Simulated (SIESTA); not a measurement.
# MgS (Niningerite) in SIESTA: the effect of functional

Crystal: MgS (Niningerite).

```
S Mg
1.0
     0.00000    2.60165    2.60165
     2.60165    0.00000    2.60165
     2.60165    2.60165    0.00000
S Mg
1 1
Cartesian
  2.6016 2.6016 2.6016
  0.0000 0.0000 0.0000
```

Alike in all runs:

```yaml
Program: SIESTA 5.4.2
Task: band structure
Basis: DZP (energy shift 0.003 Ry; two zetas on semicore shells)
Grid_cutoff: 800 Ry
Energy_shift: 0.003 Ry
k_mesh: 9 × 9 × 9
Occupations: fermi-dirac, width 0.05 eV
Spin: no spin polarisation
```

```csv
functional,potentials or basis,gap on the mesh (eV),pressure (GPa)
AM05,PseudoDojo 0.4 standard (PBEsol files),?,?
BLYP,PseudoDojo 0.4 standard (PBE files),2.88,6.4
vdW-DF-cx,PseudoDojo 0.4 standard (PBE files),2.96,2.6
```

**Question.** What does the run with functional AM05 give?

**Answer.** gap on the mesh 2.81 eV; pressure 1.6 GPa.

Caveats: the potentials were made for another functional, which shifts forces and pressure; the mesh misses the band edges, which the band path finds closer together; the basis of atomic orbitals isn't converged, which shifts pressures, moduli and gaps.
